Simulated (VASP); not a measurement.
# KI (Fm-3m) in VASP: a series of runs

The runs below take KI through single point, with r2SCAN, PBE, HSE06.

Everything below comes from runs of VASP 6.6.1. Logs are shortened: lines on timing, memory, paths and dates and some standing lists are left out, and cuts for length are marked.

**Experimental background.**

A printed reference work, monograph reports, for a bulk crystal of KI: band gap 6.32 eV.

How close the calculation comes is told below.

### 1 The cell of the first run

It takes space group Fm-3m (No. 225, cubic). The conventional cell has a = 7.089 Å, b = 7.089 Å, c = 7.089 Å, α = 90.00°, β = 90.00°, γ = 90.00°. Within 4.7 Å of K (site symmetry m-3m) lie 6 I at 3.54 Å. Within 4.7 Å of I (site symmetry m-3m) lie 6 K at 3.54 Å.

### 2 Single point, r2SCAN

POSCAR reads:

```
KI
1.0
    0.0000000000      3.5445661619      3.5445661619
    3.5445661619      0.0000000000      3.5445661619
    3.5445661619      3.5445661619      0.0000000000
K I
1 1
Direct
    0.0000000000      0.0000000000      0.0000000000
    0.5000000000      0.5000000000      0.5000000000
```

INCAR.step1 reads:

```
SYSTEM = KI
PREC     = Accurate       ! precision mode
ENCUT    = 520            ! plane-wave cutoff, eV
ISMEAR   = 0              ! smearing method
SIGMA    = 0.01           ! smearing width, eV
LREAL    = .FALSE.        ! projectors in reciprocal space
LASPH    = .TRUE.         ! aspherical terms in the spheres
NELM     = 60             ! most SCF steps
NBANDS   = 15             ! bands
GGA      = PE             ! functional
ALGO     = Normal         ! electronic algorithm
EDIFF    = 1E-4           ! SCF threshold, eV
LWAVE    = .TRUE.         ! write WAVECAR
LCHARG   = .FALSE.        ! write CHGCAR
```

INCAR.step2 reads:

```
SYSTEM = KI
PREC     = Accurate       ! precision mode
ENCUT    = 520            ! plane-wave cutoff, eV
EDIFF    = 1E-6           ! SCF threshold, eV
ISMEAR   = 0              ! smearing method
SIGMA    = 0.01           ! smearing width, eV
LREAL    = .FALSE.        ! projectors in reciprocal space
LASPH    = .TRUE.         ! aspherical terms in the spheres
NELM     = 60             ! most SCF steps
ALGO     = Normal         ! electronic algorithm
ISIF     = 2              ! what is computed and relaxed
LWAVE    = .FALSE.        ! write WAVECAR
LCHARG   = .FALSE.        ! write CHGCAR
METAGGA  = R2SCAN         ! meta-GGA
LMIXTAU  = .TRUE.       
NBANDS   = 15             ! bands
ISTART   = 1
```

KPOINTS reads:

```
regular mesh
0
G
  4 4 4
  0 0 0
```

Potentials or basis: VASP PAW PBE potentials, release 64 (K_sv, I).

Command:

```bash
$ cat potpaw_PBE.64/K_sv/POTCAR potpaw_PBE.64/I/POTCAR > POTCAR
$ cp INCAR.step1 INCAR
$ mpirun -np 1 vasp_std > vasp.out
$ cp INCAR.step2 INCAR
$ mpirun -np 1 vasp_std > vasp.out
```

OUTCAR:

```text
SYSTEM = KI
   PREC = Accurate
   ENCUT = 520
   EDIFF = 1E-6
   ISMEAR = 0
   LREAL = .FALSE.
   LASPH = .TRUE.
   NELM = 60
   ISIF = 2
   METAGGA = R2SCAN
   ISTART = 1

 ion  position               nearest neighbor table
   1  0.000  0.000  0.000-   2 3.54   2 3.54   2 3.54   2 3.54   2 3.54   2 3.54
   2  0.500  0.500  0.500-   1 3.54   1 3.54   1 3.54   1 3.54   1 3.54   1 3.54

  LATTYP: Found a face centered cubic cell.
 ALAT       =     7.0891323238

  Lattice vectors:

 A1 = (   0.0000000000,   3.5445661619,   3.5445661619)
 A2 = (   3.5445661619,   0.0000000000,   3.5445661619)
 A3 = (   3.5445661619,   3.5445661619,   0.0000000000)

Analysis of symmetry for initial positions (statically):
=====================================================================
 Subroutine PRICEL returns:
 Original cell was already a primitive cell.

 Routine SETGRP: Setting up the symmetry group for a
 face centered cubic supercell.

 Subroutine GETGRP returns: Found 48 space group operations
 (whereof 48 operations were pure point group operations)
 out of a pool of 48 trial point group operations.

The static configuration has the point symmetry O_h .

Analysis of symmetry for dynamics (positions and initial velocities):
=====================================================================
 Subroutine PRICEL returns:
 Original cell was already a primitive cell.

 Routine SETGRP: Setting up the symmetry group for a
 face centered cubic supercell.

 Subroutine GETGRP returns: Found 48 space group operations
 (whereof 48 operations were pure point group operations)
 out of a pool of 48 trial point group operations.

The dynamic configuration has the point symmetry O_h .

 Subroutine INISYM returns: Found 48 space group operations
 (whereof 48 operations are pure point group operations),
 and found     1 'primitive' translations

----------------------------------------------------------------------------------------

                                     Primitive cell

  volume of cell :      89.0675

  direct lattice vectors                    reciprocal lattice vectors
     0.000000000  3.544566162  3.544566162    -0.141060987  0.141060987  0.141060987
     3.544566162  0.000000000  3.544566162     0.141060987 -0.141060987  0.141060987
     3.544566162  3.544566162  0.000000000     0.141060987  0.141060987 -0.141060987

  length of vectors
     5.012773539  5.012773539  5.012773539     0.244324796  0.244324796  0.244324796

  position of ions in fractional coordinates (direct lattice)
     0.000000000  0.000000000  0.000000000
     0.500000000  0.500000000  0.500000000

  ion indices of the primitive-cell ions
   primitive index   ion index
                 1           1
                 2           2

----------------------------------------------------------------------------------------

 KPOINTS: regular mesh

Automatic generation of k-mesh.
 Grid dimensions read from file:
 generate k-points for:    4    4    4

 Generating k-lattice:

  Cartesian coordinates                     Fractional coordinates (reciprocal lattice)
    -0.035265247  0.035265247  0.035265247     0.250000000  0.000000000  0.000000000
     0.035265247 -0.035265247  0.035265247     0.000000000  0.250000000  0.000000000
     0.035265247  0.035265247 -0.035265247     0.000000000  0.000000000  0.250000000

  Length of vectors
     0.061081199  0.061081199  0.061081199

  Shift w.r.t. Gamma in fractional coordinates (k-lattice)
     0.000000000  0.000000000  0.000000000

 Subroutine IBZKPT returns following result:
 ===========================================

 Found      8 irreducible k-points:

 Following reciprocal coordinates:
            Coordinates               Weight
  0.000000  0.000000  0.000000      1.000000
  0.250000  0.000000  0.000000      8.000000
  0.500000  0.000000  0.000000      4.000000
  0.250000  0.250000  0.000000      6.000000
  0.500000  0.250000  0.000000     24.000000
 -0.250000  0.250000  0.000000     12.000000
  0.500000  0.500000  0.000000      3.000000
 -0.250000  0.500000  0.250000      6.000000
   k-points           NKPTS =      8   k-points in BZ     NKDIM =      8   number of bands    NBANDS=     15
   number of dos      NEDOS =    301   number of ions     NIONS =      2
   total plane-waves  NPLWV =  64000
   dimension x,y,z NGX =    40 NGY =   40 NGZ =   40
   dimension x,y,z NGXF=    80 NGYF=   80 NGZF=   80
   ions per type =               1   1
   NGX,Y,Z   is equivalent  to a cutoff of  13.27, 13.27, 13.27 a.u.
   NGXF,Y,Z  is equivalent  to a cutoff of  26.53, 26.53, 26.53 a.u.
 SYSTEM =  KI
   PREC   = accura    normal or accurate (medium, high low for compatibility)
   ISTART =      1    job   : 0-new  1-cont  2-samecut
   ICHARG =      0    charge: 1-file 2-atom 10-const
   ISPIN  =      1    spin polarized calculation?
   LNONCOLLINEAR =      F non collinear calculations
   LSORBIT =      F    spin-orbit coupling
   LASPH  =      T    aspherical Exc in radial PAW
   ENCUT  =  520.0 eV  38.22 Ry    6.18 a.u.   9.32  9.32  9.32*2*pi/ulx,y,z
   NELM   =     60;   NELMIN=  2; NELMDL=  0     # of ELM steps
   EDIFF  = 0.1E-05   stopping-criterion for ELM
   LREAL  =      F    real-space projection
[... 7 lines left out ...]
   TEBEG  =    0.0;   TEEND  =   0.0 temperature during run
   PSTRESS=    0.0 pullay stress
   NELECT =      16.0000    total number of electrons
   NUPDOWN=      -1.0000    fix difference up-down
   EMIN   =  10.00;   EMAX   =-10.00  energy-range for DOS
   EFERMI =   0.00;   METHOD = LEGACY
   ISMEAR =     0;   SIGMA  =   0.01  broadening in eV -4-tet -1-fermi 0-gaus
   EFERMI_NEDOS =   21; number of points for ismear=-14 and -15
   IALGO  =     38    algorithm
   IMIX   =      4    mixing-type and parameters
     AMIX     =   0.40;   BMIX     =  1.00
     AMIX_MAG =   1.60;   BMIX_MAG =  1.00
  volume/ion in A,a.u.               =      44.53       300.53
  Fermi-wavevector in a.u.,A,eV,Ry     =   0.923723  1.745583 11.609363  0.853264
  Thomas-Fermi vector in A             =   2.049391
   LORBIT       =      0    0 simple, 1 ext, 2 COOP (PROOUT), +10 PAW based schemes
   METAGGA = R2SCAN    functional components
   LHFCALC =     F    Hartree Fock is set to
   AEXX    =    0.0000 exact exchange contribution
   IVDW    =     0    specifies the selected vdW correction
   LEPSILON=     F    determine dielectric tensor
   LRPA    =     F    only Hartree local field effects (RPA)
 non-spin polarized calculation
 Gauss-broadening in eV      SIGMA  =   0.01
  energy-cutoff  :      520.00
  volume of cell :       89.07
 maximum number of plane-waves:      2421
 NGX is ok and might be reduce to    40
   NGX = 19   NGY = 19   NGZ = 19

 number of electron      15.9999999 magnetization

 Free energy of the ion-electron system (eV)
  ---------------------------------------------------
  ext. energy  EPLUGINS =         0.00000000
  ---------------------------------------------------
  free energy    TOTEN  =       -33.98369489 eV

  energy without entropy =      -33.98369489  energy(sigma->0) =      -33.98369489

 E-fermi :  -0.6584     XC(G=0):  -7.4757

 val. band max:       -0.8059070617   @ k =   0.0000   0.0000   0.0000
 cond. band min:       3.7759972869   @ k =   0.0000   0.0000   0.0000
 fundamental gap:      4.5819043486
 Fermi energy:        -0.6583545229

 k-point     1 :       0.0000    0.0000    0.0000
  band No.  band energies     occupation
      1     -30.4831      2.00000
      2     -13.1970      2.00000
      3     -13.1970      2.00000
      4     -13.1970      2.00000
      5     -11.6031      2.00000
      6      -0.8059      2.00000
      7      -0.8059      2.00000
      8      -0.8059      2.00000
      9       3.7760      0.00000
     10       6.2469      0.00000
     11       6.2469      0.00000
     12       6.2469      0.00000
     13       7.0913      0.00000
     14       7.0913      0.00000
     15       9.4461      0.00000

 k-point     2 :       0.2500    0.0000    0.0000
  band No.  band energies     occupation
      1     -30.4822      2.00000
      2     -13.2716      2.00000
      3     -13.1979      2.00000
      4     -13.1979      2.00000
      5     -11.4609      2.00000
      6      -1.5417      2.00000
      7      -0.9768      2.00000
      8      -0.9768      2.00000
      9       4.8299      0.00000
     10       6.3020      0.00000
     11       6.8824      0.00000
     12       6.8824      0.00000
     13       7.7971      0.00000
     14       7.7971      0.00000
     15      10.2657      0.00000

 k-point     3 :       0.5000    0.0000    0.0000
  band No.  band energies     occupation
      1     -30.4813      2.00000
      2     -13.3370      2.00000
      3     -13.1988      2.00000
      4     -13.1988      2.00000
      5     -11.3250      2.00000
      6      -2.1026      2.00000
      7      -1.1331      2.00000
      8      -1.1331      2.00000
      9       5.2056      0.00000
     10       7.4996      0.00000
     11       7.9401      0.00000
     12       7.9401      0.00000
     13       8.6009      0.00000
     14       8.6009      0.00000
     15       9.3917      0.00000
[... 55 lines left out ...]
 k-point     7 :       0.5000    0.5000    0.0000
  band No.  band energies     occupation
      1     -30.4807      2.00000
      2     -13.2391      2.00000
      3     -13.2141      2.00000
      4     -13.2141      2.00000
      5     -11.4526      2.00000
      6      -1.8095      2.00000
      7      -1.1746      2.00000
      8      -1.1746      2.00000
      9       4.5832      0.00000
     10       5.6668      0.00000
     11       8.0184      0.00000
     12       8.5885      0.00000
     13       8.7095      0.00000
     14       9.5212      0.00000
     15       9.5212      0.00000

 k-point     8 :      -0.2500    0.5000    0.2500
  band No.  band energies     occupation
      1     -30.4807      2.00000
      2     -13.2447      2.00000
      3     -13.2265      2.00000
      4     -13.2265      2.00000
      5     -11.3960      2.00000
      6      -1.5351      2.00000
      7      -1.5351      2.00000
      8      -1.3892      2.00000
      9       6.1580      0.00000
     10       6.1580      0.00000
     11       6.5482      0.00000
     12       8.1392      0.00000
     13       8.7373      0.00000
     14       9.5603      0.00000
     15      10.0522      0.00000

------------------------ aborting loop because EDIFF is reached ----------------------------------------

  FORCE on cell =-STRESS in cart. coord.  units (eV):
  Direction    XX          YY          ZZ          XY          YZ          ZX
  --------------------------------------------------------------------------------------
  -------------------------------------------------------------------------------------
  Total        0.0130932      0.0130932      0.0130932      0.0000000      0.0000000     -0.0000000
  in kB        0.2355249      0.2355249      0.2355249      0.0000000      0.0000000     -0.0000000
  external PRESSURE =       0.2355249 kB  Pullay stress =       0.0000000 kB

 VOLUME and BASIS-vectors are now :
 -----------------------------------------------------------------------------
  energy-cutoff  :      520.00
  volume of cell :       89.07
      direct lattice vectors                 reciprocal lattice vectors
     0.000000000  3.544566162  3.544566162    -0.141060987  0.141060987  0.141060987
     3.544566162  0.000000000  3.544566162     0.141060987 -0.141060987  0.141060987
     3.544566162  3.544566162  0.000000000     0.141060987  0.141060987 -0.141060987

 POSITION                                       TOTAL-FORCE (eV/Angst)
 -----------------------------------------------------------------------------------
      0.00000      0.00000      0.00000        -0.000000     -0.000000     -0.000000
      3.54457      3.54457      3.54457         0.000000      0.000000      0.000000
 -----------------------------------------------------------------------------------
    total drift:                                0.000000     -0.000000     -0.000000

  FREE ENERGIE OF THE ION-ELECTRON SYSTEM (eV)
  ---------------------------------------------------
  free  energy   TOTEN  =       -33.9836948912 eV

  energy  without entropy=      -33.9836948912  energy(sigma->0) =      -33.98369489
```

Wall time 74 s (1 thread of Intel Xeon Platinum 8259CL at 2.50GHz (Skylake/Cascade Lake), shared host); peak memory 0.26 GiB.

Results:

```yaml
Free_energy: -33.9837 eV
Pressure: 0.0 GPa
Band_gap_on_the_k_mesh: 4.58 eV
```

Caveat: the PAW data sets were made with another functional, which shifts forces and pressure a little; spin-orbit coupling is left out, which moves the levels of the heavy elements.

### 3 Single point, PBE

INCAR reads:

```
SYSTEM = KI
  PREC = Accurate
  ENCUT = 520
  EDIFF = 1E-6
  ISMEAR = 0
  SIGMA = 0.01
  LREAL = .False.
  LASPH = .True.
  NELM = 80
  ALGO = Normal
  ISIF = 2
  LWAVE = .False.
  LCHARG = .False.
  GGA = PE
  NBANDS = 15
```

KPOINTS reads:

```
regular mesh
0
Gamma
  6 6 6
  0 0 0
```

POSCAR is that of step 2.

Potentials or basis: VASP PAW PBE potentials, release 64 (K_sv, I).

Command:

```bash
$ cat potpaw_PBE.64/K_sv/POTCAR potpaw_PBE.64/I/POTCAR > POTCAR
$ mpirun -np 1 vasp_std > vasp.out
```

Wall time 27 s (1 thread of Intel Xeon Platinum 8259CL at 2.50GHz (Skylake/Cascade Lake), shared host); peak memory 0.24 GiB.

It converged, with:

```
Free energy            : -5.5595 eV
Pressure               : 0.5 GPa
Band gap on the k mesh : 3.94 eV
```

Levels at points of the mesh, in eV from the valence-band top:
| k point | band 6 | band 7 | band 8 | band 9 | band 10 | band 11 |
| --- | --- | --- | --- | --- | --- | --- |
| (0.00, 0.00, 0.00) | 0.00 | 0.00 | 0.00 | 3.94 | 6.50 | 6.50 |
| (0.50, 0.00, 0.00) | -1.30 | -0.33 | -0.33 | 5.51 | 7.68 | 8.12 |
| (0.50, 0.50, 0.00) | -0.98 | -0.36 | -0.36 | 4.95 | 5.74 | 8.09 |

Caveat: spin-orbit coupling is left out, which moves the levels of the heavy elements.

(Part 1 of 2 ends here.)
